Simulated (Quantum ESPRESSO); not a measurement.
Runs of Quantum ESPRESSO 7.5 on C. Symmetry: Fd-3m, No. 227, cubic system. The conventional cell has a = 3.567 Å, b = 3.567 Å, c = 3.567 Å, α = 90.00°, β = 90.00°, γ = 90.00°. Around C (site symmetry -43m) lie 4 C at 1.54 Å. This isn't the form of C at room conditions, which is graphite.

```tsv
task	level	potentials or basis	cell	k mesh	cutoff (eV)	form of the LDA correlation	q mesh	mesh quality	gap on the mesh (eV)	pressure (GPa)
dielectric tensor	PBEsol	PseudoDojo 0.4.1 SR PBEsol standard	as given	8 × 8 × 8	1116	-	-	not flagged	(a)	-3.3
dielectric tensor	BLYP	PseudoDojo 0.4.1 SR PBE standard	as given	14 × 14 × 14, shifted	1116	-	-	not flagged	-	16.2
dielectric tensor	AM05	PseudoDojo 0.4.1 SR PBE standard	as given	14 × 14 × 14, shifted	1116	-	-	not flagged	-	-5.5
phonon dispersion	LDA	GBRV 1.5 LDA	relaxed	8 × 8 × 8, shifted	612	PZ81	2 × 2 × 2	not flagged	-	0.0
dielectric tensor	PBEsol	PseudoDojo 0.4.1 SR PBEsol standard	as given	14 × 14 × 14, shifted	1116	-	-	not flagged	-	-3.3
dielectric tensor	PBEsol	PseudoDojo 0.4.1 SR PBEsol standard	as given	6 × 6 × 6	1116	-	-	coarse	(b)	-3.3
dielectric tensor	PBEsol	PseudoDojo 0.4.1 SR PBEsol standard	as given	10 × 10 × 10	1116	-	-	not flagged	4.08	-3.3
dielectric tensor	PBEsol	PseudoDojo 0.4.1 SR PBEsol standard	as given	4 × 4 × 4	1116	-	-	coarse	4.36	-2.2
dielectric tensor	WC	PseudoDojo 0.4.1 SR PBE standard	as given	14 × 14 × 14, shifted	1116	-	-	not flagged	-	-2.4
dielectric tensor	PBEsol	PseudoDojo 0.4.1 SR PBEsol standard	as given	14 × 14 × 14	1116	-	-	not flagged	4.05	-3.3
dielectric tensor	PBEsol	PseudoDojo 0.4.1 SR PBEsol standard	as given	16 × 16 × 16	1116	-	-	not flagged	4.05	-3.3
dielectric tensor	LDA	PseudoDojo 0.4.1 SR LDA standard	as given	14 × 14 × 14, shifted	1116	PW92	-	not flagged	-	(c)
```

Alike in all rows: no spin polarisation; smearing fermi-dirac 0.05 eV.

Fill in the values left out.

(a) 4.04; (b) 4.07; (c) -11.2.

Caveats: some runs use coarse meshes; the cell is more than 3 GPa from zero pressure, which shifts response properties (some runs); on a mesh that holds Γ this program's dielectric tensor can be off by some percent beyond the error of the mesh (some runs); the potentials were made for another functional, which shifts forces and pressure (some runs).

A k mesh can miss the band edges.

Runs at the PBE level aren't shown here.
